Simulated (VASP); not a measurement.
# C (P6_3/mmc) in VASP: a series of runs

One crystal, C, is run at these levels: LDA; tasks: single point, relaxation of cell and atoms, relaxation of the atoms.

Everything below comes from runs of VASP 6.6.1. Logs are shortened: lines on timing, memory, paths and dates and some standing lists are left out, and cuts for length are marked.

### Step 1. The crystal as given

It takes space group P6_3/mmc (No. 194, hexagonal). Conventional cell: a = 2.445 Å, b = 2.445 Å, c = 6.637 Å, α = 90.00°, β = 90.00°, γ = 120.00°. C (site symmetry -6m2) is surrounded by 3 C at 1.41 Å. Around C (site symmetry -6m2) lie 3 C at 1.41 Å.

The cell was built by a generator and needn't be a form met in nature.

### Step 2. Single point, LDA

File INCAR:

```
PREC     = Accurate       # precision mode
ENCUT    = 520            # plane-wave cutoff, eV
EDIFF    = 1E-6           # SCF threshold, eV
ISMEAR   = 0              # smearing method
SIGMA    = 0.05           # smearing width, eV
LREAL    = False          # projectors in reciprocal space
LASPH    = True           # aspherical terms in the spheres
NELM     = 100            # most SCF steps
ALGO     = Normal         # electronic algorithm
ISIF     = 2              # what is computed and relaxed
LWAVE    = False          # write WAVECAR
LCHARG   = False          # write CHGCAR
GGA      = CA             # functional
NBANDS   = 16             # bands
```

File KPOINTS:

```
Automatic mesh
0
Gamma
  12 12 4
```

File POSCAR:

```
C
1.0
    2.4450228276      0.0000000000      0.0000000000
   -1.2225114138      2.1174518815      0.0000000000
    0.0000000000      0.0000000000      6.6365316091
C
4
Direct
    0.0000000000      0.0000000000      0.0000000000
    0.3333333333      0.6666666667      0.0000000000
    0.0000000000      0.0000000000     -0.5000000000
    0.6666666667      0.3333333333     -0.5000000000
```

Potentials or basis: VASP PAW LDA potentials, release 64 (C).

The run is started by

```console
> cat potpaw_LDA.64/C/POTCAR > POTCAR
> mpirun -np 1 vasp_std > vasp.out
```

OUTCAR:

```text
PREC = Accurate
   ENCUT = 520
   EDIFF = 1E-6
   ISMEAR = 0
   LREAL = False
   LASPH = True
   NELM = 100
   ISIF = 2
   GGA = CA

 ion  position               nearest neighbor table
   1  0.000  0.000  0.000-   2 1.41   2 1.41   2 1.41
   2  0.333  0.667  0.000-   1 1.41   1 1.41   1 1.41
   3  0.000  0.000  0.500-   4 1.41   4 1.41   4 1.41
   4  0.667  0.333  0.500-   3 1.41   3 1.41   3 1.41

  LATTYP: Found a hexagonal cell.
 ALAT       =     2.4450228276
 C/A-ratio  =     2.7143025146

  Lattice vectors:

 A1 = (   2.4450228276,   0.0000000000,   0.0000000000)
 A2 = (  -1.2225114138,   2.1174518815,   0.0000000000)
 A3 = (   0.0000000000,   0.0000000000,   6.6365316091)

Analysis of symmetry for initial positions (statically):
=====================================================================
 Subroutine PRICEL returns:
 Original cell was already a primitive cell.

 Routine SETGRP: Setting up the symmetry group for a
 hexagonal supercell.

 Subroutine GETGRP returns: Found 24 space group operations
 (whereof 12 operations were pure point group operations)
 out of a pool of 24 trial point group operations.

The static configuration has the point symmetry D_3h.
 The point group associated with its full space group is D_6h.

Analysis of symmetry for dynamics (positions and initial velocities):
=====================================================================
 Subroutine PRICEL returns:
 Original cell was already a primitive cell.

 Routine SETGRP: Setting up the symmetry group for a
 hexagonal supercell.

 Subroutine GETGRP returns: Found 24 space group operations
 (whereof 12 operations were pure point group operations)
 out of a pool of 24 trial point group operations.

The dynamic configuration has the point symmetry D_3h.
 The point group associated with its full space group is D_6h.

 Subroutine INISYM returns: Found 24 space group operations
 (whereof 12 operations are pure point group operations),
 and found     1 'primitive' translations

----------------------------------------------------------------------------------------

                                     Primitive cell

  volume of cell :      34.3588

  direct lattice vectors                    reciprocal lattice vectors
     2.445022828  0.000000000  0.000000000     0.408994136  0.236132875  0.000000000
    -1.222511414  2.117451882  0.000000000     0.000000000  0.472265750  0.000000000
     0.000000000  0.000000000  6.636531609     0.000000000  0.000000000  0.150681118

  length of vectors
     2.445022828  2.445022828  6.636531609     0.472265750  0.472265750  0.150681118

  position of ions in fractional coordinates (direct lattice)
     0.000000000  0.000000000  0.000000000
     0.333333333  0.666666667  0.000000000
     0.000000000  0.000000000  0.500000000
     0.666666667  0.333333333  0.500000000

  ion indices of the primitive-cell ions
   primitive index   ion index
                 1           1
                 2           2
                 3           3
                 4           4

----------------------------------------------------------------------------------------

 KPOINTS: Automatic mesh

Automatic generation of k-mesh.
 Grid dimensions read from file:
 generate k-points for:   12   12    4

 Generating k-lattice:

  Cartesian coordinates                     Fractional coordinates (reciprocal lattice)
     0.034082845  0.019677740  0.000000000     0.083333333  0.000000000  0.000000000
     0.000000000  0.039355479  0.000000000     0.000000000  0.083333333  0.000000000
     0.000000000  0.000000000  0.037670279     0.000000000  0.000000000  0.250000000

  Length of vectors
     0.039355479  0.039355479  0.037670279

  Shift w.r.t. Gamma in fractional coordinates (k-lattice)
     0.000000000  0.000000000  0.000000000

 Subroutine IBZKPT returns following result:
 ===========================================

 Found     57 irreducible k-points:

 Following reciprocal coordinates:
            Coordinates               Weight
  0.000000  0.000000  0.000000      1.000000
  0.083333 -0.000000  0.000000      6.000000
  0.166667  0.000000  0.000000      6.000000
  0.250000 -0.000000  0.000000      6.000000
  0.333333 -0.000000  0.000000      6.000000
  0.416667 -0.000000  0.000000      6.000000
[... 16 lines left out ...]
  0.250000 -0.000000  0.250000     12.000000
  0.333333 -0.000000  0.250000     12.000000
 [... further k-points ...]
   k-points           NKPTS =     57   k-points in BZ     NKDIM =     57   number of bands    NBANDS=     16
   number of dos      NEDOS =    301   number of ions     NIONS =      4
   total plane-waves  NPLWV =  16200
   dimension x,y,z NGX =    18 NGY =   18 NGZ =   50
   dimension x,y,z NGXF=    36 NGYF=   36 NGZF=  100
   ions per type =               4
   NGX,Y,Z   is equivalent  to a cutoff of  12.24, 12.24, 12.53 a.u.
   NGXF,Y,Z  is equivalent  to a cutoff of  24.48, 24.48, 25.05 a.u.
 SYSTEM =  unknown system
   PREC   = accura    normal or accurate (medium, high low for compatibility)
   ISTART =      0    job   : 0-new  1-cont  2-samecut
   ICHARG =      2    charge: 1-file 2-atom 10-const
   ISPIN  =      1    spin polarized calculation?
   LNONCOLLINEAR =      F non collinear calculations
   LSORBIT =      F    spin-orbit coupling
   LASPH  =      T    aspherical Exc in radial PAW
   ENCUT  =  520.0 eV  38.22 Ry    6.18 a.u.   4.55  4.55 12.34*2*pi/ulx,y,z
   NELM   =    100;   NELMIN=  2; NELMDL= -5     # of ELM steps
   EDIFF  = 0.1E-05   stopping-criterion for ELM
[... 8 lines left out ...]
   TEBEG  =    0.0;   TEEND  =   0.0 temperature during run
   PSTRESS=    0.0 pullay stress
   NELECT =      16.0000    total number of electrons
   NUPDOWN=      -1.0000    fix difference up-down
   EMIN   =  10.00;   EMAX   =-10.00  energy-range for DOS
[... 5 lines left out ...]
     AMIX     =   0.40;   BMIX     =  1.00
     AMIX_MAG =   1.60;   BMIX_MAG =  1.00
  volume/ion in A,a.u.               =       8.59        57.97
  Fermi-wavevector in a.u.,A,eV,Ry     =   1.268924  2.397919 21.907667  1.610168
  Thomas-Fermi vector in A             =   2.401993
   LORBIT       =      0    0 simple, 1 ext, 2 COOP (PROOUT), +10 PAW based schemes
   GGA     = CA    functional components
   LHFCALC =     F    Hartree Fock is set to
   AEXX    =    0.0000 exact exchange contribution
   IVDW    =     0    specifies the selected vdW correction
   LEPSILON=     F    determine dielectric tensor
   LRPA    =     F    only Hartree local field effects (RPA)
 non-spin polarized calculation
 Gauss-broadening in eV      SIGMA  =   0.05
  energy-cutoff  :      520.00
  volume of cell :       34.36
 maximum number of plane-waves:       944
   NGX =  9   NGY =  9   NGZ = 25

 number of electron      15.9999995 magnetization

 Free energy of the ion-electron system (eV)
  ---------------------------------------------------
  ext. energy  EPLUGINS =         0.00000000
  ---------------------------------------------------
  free energy    TOTEN  =       -40.44050103 eV

  energy without entropy =      -40.43958392  energy(sigma->0) =      -40.44004247

 E-fermi :   4.7855     XC(G=0): -10.8752

 val. band max:        4.7835581331   @ k =   0.3333   0.3333   0.5000
 cond. band min:       4.7860183523   @ k =   0.3333   0.3333   0.2500
 fundamental gap:      0.0024602193
 Fermi energy:         4.7855365827

 k-point     1 :       0.0000    0.0000    0.0000
  band No.  band energies     occupation
      1     -14.8383      2.00000
      2     -14.4933      2.00000
      3      -3.9959      2.00000
      4      -1.8382      2.00000
      5       1.8049      2.00000
      6       1.8050      2.00000
[... 8 lines left out ...]
     15      16.3546      0.00000
     16      16.5833      0.00000

 k-point     2 :       0.0833   -0.0000    0.0000
  band No.  band energies     occupation
      1     -14.6712      2.00000
      2     -14.3295      2.00000
      3      -3.7898      2.00000
      4      -1.6463      2.00000
      5       1.1556      2.00000
      6       1.1925      2.00000
[... 8 lines left out ...]
     15      15.7625      0.00000
     16      16.0302      0.00000

 k-point     3 :       0.1667    0.0000    0.0000
  band No.  band energies     occupation
      1     -14.1710      2.00000
      2     -13.8399      2.00000
      3      -3.1760      2.00000
      4      -1.0771      2.00000
      5      -0.4846      2.00000
      6      -0.4136      2.00000
[... 8 lines left out ...]
     15      15.8250      0.00000
     16      15.8795      0.00000

 k-point     4 :       0.2500   -0.0000    0.0000
  band No.  band energies     occupation
      1     -13.3437      2.00000
      2     -13.0300      2.00000
      3      -2.5978      2.00000
      4      -2.4871      2.00000
      5      -2.1695      2.00000
      6      -0.2669      2.00000
[... 8 lines left out ...]
     15      18.4167      0.00000
     16      18.4669      0.00000

 k-point     5 :       0.3333   -0.0000    0.0000
  band No.  band energies     occupation
      1     -12.2006      2.00000
      2     -11.9109      2.00000
      3      -4.8267      2.00000
      4      -4.6760      2.00000
      5      -1.0169      2.00000
      6      -0.9594      2.00000
[... 8 lines left out ...]
     15      19.7786      0.00000
     16      21.3067      0.00000

 k-point     6 :       0.4167   -0.0000    0.0000
  band No.  band energies     occupation
      1     -10.7668      2.00000
      2     -10.5079      2.00000
      3      -6.9643      2.00000
      4      -6.7780      2.00000
      5      -1.4997      2.00000
      6      -1.4399      2.00000
[... 8 lines left out ...]
     15      18.2667      0.00000
     16      20.6089      0.00000

 k-point     7 :       0.5000   -0.0000    0.0000
  band No.  band energies     occupation
      1      -9.3533      2.00000
      2      -9.2271      2.00000
      3      -8.5074      2.00000
      4      -8.4127      2.00000
      5      -1.6653      2.00000
      6      -1.6048      2.00000
[... 8 lines left out ...]
     15      18.9009      0.00000
     16      19.8779      0.00000

 k-point     8 :       0.0833    0.0833    0.0000
  band No.  band energies     occupation
      1     -14.3375      2.00000
      2     -14.0028      2.00000
      3      -3.3799      2.00000
      4      -1.2655      2.00000
      5       0.1376      2.00000
      6       0.1728      2.00000
[... 8 lines left out ...]
     15      15.0149      0.00000
     16      15.5769      0.00000

 k-point     9 :       0.1667    0.0833    0.0000
  band No.  band energies     occupation
      1     -13.6738      2.00000
      2     -13.3531      2.00000
      3      -2.5689      2.00000
      4      -1.5810      2.00000
      5      -1.5044      2.00000
      6      -0.5182      2.00000
[... 8 lines left out ...]
     15      16.4778      0.00000
     16      16.6216      0.00000
[... 172 lines left out ...]
 k-point    19 :       0.3333    0.3333    0.0000
  band No.  band energies     occupation
      1      -7.7294      2.00000
      2      -7.6205      2.00000
      3      -7.6205      2.00000
      4      -7.5152      2.00000
      5      -5.9310      2.00000
      6      -5.9310      2.00000
[... 8 lines left out ...]
     15      17.1357      0.00000
     16      20.0784      0.00000

 k-point    20 :       0.0000    0.0000    0.2500
  band No.  band energies     occupation
      1     -14.7911      2.00000
      2     -14.5472      2.00000
      3      -3.7282      2.00000
      4      -2.2215      2.00000
      5       1.8079      2.00000
      6       1.8079      2.00000
[... 8 lines left out ...]
     15      16.3830      0.00000
     16      16.5438      0.00000

 k-point    21 :       0.0833   -0.0000    0.2500
  band No.  band energies     occupation
      1     -14.6243      2.00000
      2     -14.3829      2.00000
      3      -3.5238      2.00000
      4      -2.0267      2.00000
      5       1.1610      2.00000
      6       1.1871      2.00000
[... 8 lines left out ...]
     15      15.7953      0.00000
     16      15.9873      0.00000

 k-point    22 :       0.1667    0.0000    0.2500
  band No.  band energies     occupation
      1     -14.1255      2.00000
      2     -13.8915      2.00000
      3      -2.9150      2.00000
      4      -1.4483      2.00000
      5      -0.4742      2.00000
      6      -0.4241      2.00000
[... 8 lines left out ...]
     15      15.8325      0.00000
     16      15.8709      0.00000

 k-point    23 :       0.2500   -0.0000    0.2500
  band No.  band energies     occupation
      1     -13.3004      2.00000
      2     -13.0788      2.00000
      3      -2.5820      2.00000
      4      -2.5038      2.00000
      5      -1.9172      2.00000
      6      -0.5085      2.00000
[... 8 lines left out ...]
     15      18.4234      0.00000
     16      18.4584      0.00000

 k-point    24 :       0.3333   -0.0000    0.2500
  band No.  band energies     occupation
      1     -12.1604      2.00000
      2     -11.9557      2.00000
      3      -4.8053      2.00000
      4      -4.6987      2.00000
      5      -1.0085      2.00000
      6      -0.9679      2.00000
[... 8 lines left out ...]
     15      20.0450      0.00000
     16      21.3011      0.00000

 [... further k-points ...]

------------------------ aborting loop because EDIFF is reached ----------------------------------------

  FORCE on cell =-STRESS in cart. coord.  units (eV):
  Direction    XX          YY          ZZ          XY          YZ          ZX
  --------------------------------------------------------------------------------------
  -------------------------------------------------------------------------------------
  Total        0.2755825      0.2755825     -0.0320115      0.0000000      0.0000000      0.0000000
  in kB       12.8506367     12.8506367     -1.4927202      0.0000000      0.0000000      0.0000000
  external PRESSURE =       8.0695177 kB  Pullay stress =       0.0000000 kB

 VOLUME and BASIS-vectors are now :
 -----------------------------------------------------------------------------
  energy-cutoff  :      520.00
  volume of cell :       34.36
      direct lattice vectors                 reciprocal lattice vectors
     2.445022828  0.000000000  0.000000000     0.408994136  0.236132875  0.000000000
    -1.222511414  2.117451882  0.000000000     0.000000000  0.472265750  0.000000000
     0.000000000  0.000000000  6.636531609     0.000000000  0.000000000  0.150681118

 POSITION                                       TOTAL-FORCE (eV/Angst)
 -----------------------------------------------------------------------------------
      0.00000      0.00000      0.00000         0.000000      0.000000      0.000000
     -0.00000      1.41163      0.00000        -0.000000      0.000000      0.000000
      0.00000      0.00000      3.31827         0.000000      0.000000      0.000000
      1.22251      0.70582      3.31827         0.000000     -0.000000      0.000000
 -----------------------------------------------------------------------------------
    total drift:                                0.000000     -0.000000     -0.000000

  FREE ENERGIE OF THE ION-ELECTRON SYSTEM (eV)
  ---------------------------------------------------
  free  energy   TOTEN  =       -40.4405010299 eV

  energy  without entropy=      -40.4395839169  energy(sigma->0) =      -40.44004247
```

Run time: 14 s. Hardware: 1 thread of AMD EPYC 9R45 (Zen 5), shared host; peak memory 0.1 GiB.

Results:

```
Free energy            : -40.4405 eV
Pressure               : 0.8 GPa
Band gap on the k mesh : none (metal or under the smearing width)
```

Stress tensor (GPa, compression positive):
```
 1.29  0.00  0.00
 0.00  1.29  0.00
 0.00  0.00 -0.15
```

Levels at points of the mesh, in eV from the Fermi level:
| k point | band 6 | band 7 | band 8 | band 9 | band 10 | band 11 |
| --- | --- | --- | --- | --- | --- | --- |
| (0.00, 0.00, 0.00) | -2.98 | -2.96 | -2.96 | 3.90 | 8.45 | 8.45 |
| (0.50, 0.00, 0.00) | -6.39 | -2.84 | -2.10 | 1.46 | 2.22 | 7.52 |
| (0.00, 0.00, 0.50) | -2.97 | -2.97 | -2.97 | 6.65 | 6.65 | 8.48 |
| (0.50, 0.00, 0.50) | -6.42 | -2.39 | -2.39 | 1.61 | 1.61 | 7.74 |

### Step 3. Relaxation of cell and atoms, LDA

This run uses another cell than the first one, of 8.78 Å³/atom, 1.022 times its volume.

File INCAR:

```
PREC = Accurate ; ENCUT = 600
EDIFF = 1E-6 ; ISMEAR = 0
SIGMA = 0.05 ; LREAL = False
LASPH = True ; NELM = 100
ALGO = Normal ; ISIF = 3
LWAVE = False ; LCHARG = False
GGA = CA ; IBRION = 2
NSW = 80 ; EDIFFG = -0.003
```

File KPOINTS:

```
regular mesh
0
Gamma
  12 12 4
```

File POSCAR:

```
C
1.0
    2.4600000000      0.0000000000      0.0000000000
   -1.2300000000      2.1304224933      0.0000000000
    0.0000000000      0.0000000000      6.7000000000
C
4
Direct
    0.0000000000      0.0000000000      0.0000000000
    0.3333333333      0.6666666667      0.0000000000
    0.0000000000      0.0000000000     -0.5000000000
    0.6666666667      0.3333333333     -0.5000000000
```

Potentials or basis: VASP PAW LDA potentials, release 64 (C).

The run is started by

```console
> cat potpaw_LDA.64/C/POTCAR > POTCAR
> mpirun -np 1 vasp_std > vasp.out
```

Wall time 63 s (1 thread of AMD EPYC 9R45 (Zen 5), shared host); peak memory 0.11 GiB.

Results (log left out):

* Free energy: -40.4571 eV
* Relaxed volume: 8.49 Å³/atom
* Relaxed cell: a = 2.446 Å, b = 2.446 Å, c = 6.554 Å, α = 90.00°, β = 90.00°, γ = 120.00°
* Space group after relaxing (to 0.05 Å): P6_3/mmc (No. 194)
* Energy gained by relaxing: 2.6 meV/atom
* Ionic steps: 10
* Pressure after relaxing: 0.0 GPa
* Band gap on the k mesh: none (metal or under the smearing width)

Step by step:
```csv
step,energy change (eV),largest force (eV/Å),pressure (GPa),volume (Å³)
1,0.0000,0.0000,-4.89,35.11
2,0.0404,0.0000,11.72,33.77
3,-0.0087,0.0000,-0.28,34.71
4,-0.0087,0.0000,-0.18,34.70
5,-0.0089,0.0000,-0.14,34.65
6,-0.0095,0.0000,-0.14,34.49
7,-0.0102,0.0000,-0.07,34.18
8,-0.0099,0.0000,0.12,33.56
9,-0.0104,0.0000,0.04,33.92
10,-0.0104,0.0000,-0.02,33.96
```

Final structure:
```yaml
crystal:
  lattice:
    - [2.44608, 0.00000, 0.00000]
    - [-1.22304, 2.11837, 0.00000]
    - [0.00000, 0.00000, 6.55416]
  atoms:
    - { symbol: C, position: [0.00000, 0.00000, 0.00000] }
    - { symbol: C, position: [0.33333, 0.66667, 0.00000] }
    - { symbol: C, position: [0.00000, 0.00000, 0.50000] }
    - { symbol: C, position: [0.66667, 0.33333, 0.50000] }
```

Levels at points of the mesh, in eV from the Fermi level:
```
           k point  band 5  band 6  band 7  band 8  band 9  band 10  band 11  band 12
(0.00, 0.00, 0.00)   -2.98   -2.98   -2.95   -2.95    4.03     8.45     8.45     8.51
(0.50, 0.00, 0.00)   -6.45   -6.38   -2.87   -2.08    1.48     2.26     7.49     7.99
(0.00, 0.00, 0.50)   -2.97   -2.97   -2.97   -2.97    6.89     6.89     8.48     8.48
(0.50, 0.00, 0.50)   -6.41   -6.41   -2.39   -2.39    1.61     1.61     7.73     7.73
```

[end of part 1 of 2]
